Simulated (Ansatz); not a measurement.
The system is Cd.

```
Cd
1.0
     3.09307    0.00000    0.00000
    -1.54653    2.67868    0.00000
     0.00000    0.00000   10.43074
Cd
4
Direct
  0.66667 0.33333 0.75000
  0.00000 0.00000 0.50000
  0.33333 0.66667 0.25000
  0.00000 0.00000 0.00000
```

Base run:

```yaml
Program: Ansatz 0.2.0
Functional: PBEsol
Potentials_or_basis: all-electron LAPW, scalar-relativistic
Cutoff: 189 eV
Density_cutoff: 756 eV
Basis_error_allowed: 0.002 eV/atom
k_mesh: 10 × 10 × 3
Occupations: fermi-dirac, width 0.05 eV
Spin: no spin polarisation
```

Its results: pressure -1.7 GPa.

**Question.** The run is repeated on the same cell with these changes: functional from PBEsol to PBE. What comes out?

**Answer.** Pressure 2.7 GPa.

PBE binds less tightly than PBEsol, so the same cell stands under more pressure.

Not every run made on this cell is shown here.
